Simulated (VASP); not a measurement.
Here is a VASP 6.6.1 calculation.

Contents of INCAR:

```
ALGO = Normal ; EDIFF = 1E-6
EDIFFG = -0.01 ; ENCUT = 600
IBRION = 2 ; ISIF = 3
ISMEAR = -1 ; LASPH = True
LCHARG = False ; LMIXTAU = True
LREAL = False ; LWAVE = False
METAGGA = R2SCAN ; NELM = 100
NSW = 40 ; PREC = Accurate
SIGMA = 0.05
```

KPOINTS

```
k-points
0
Gamma
  8 8 8
```

File POSCAR:

```
HfN
1.0
    0.0000000000      2.4548220000      2.4548220000
    2.4548220000      0.0000000000      2.4548220000
    2.4548220000      2.4548220000      0.0000000000
Hf N
1 1
Direct
    0.0000000000      0.0000000000      0.0000000000
    0.2500000000      0.2500000000      0.2500000000
```

Potentials or basis: VASP PAW PBE potentials, release 64 (Hf_pv, N).

Run with:

```console
$ cat potpaw_PBE.64/Hf_pv/POTCAR potpaw_PBE.64/N/POTCAR > POTCAR
$ mpirun -np 1 vasp_std > vasp.out
```

(1) Estimate the relaxed cell.

(2) Estimate the space group after relaxing (to 0.05 Å).

Results:

(1) a = 3.451 Å, b = 3.451 Å, c = 3.451 Å, α = 60.00°, β = 60.00°, γ = 60.00°.

(2) F-43m (No. 216).
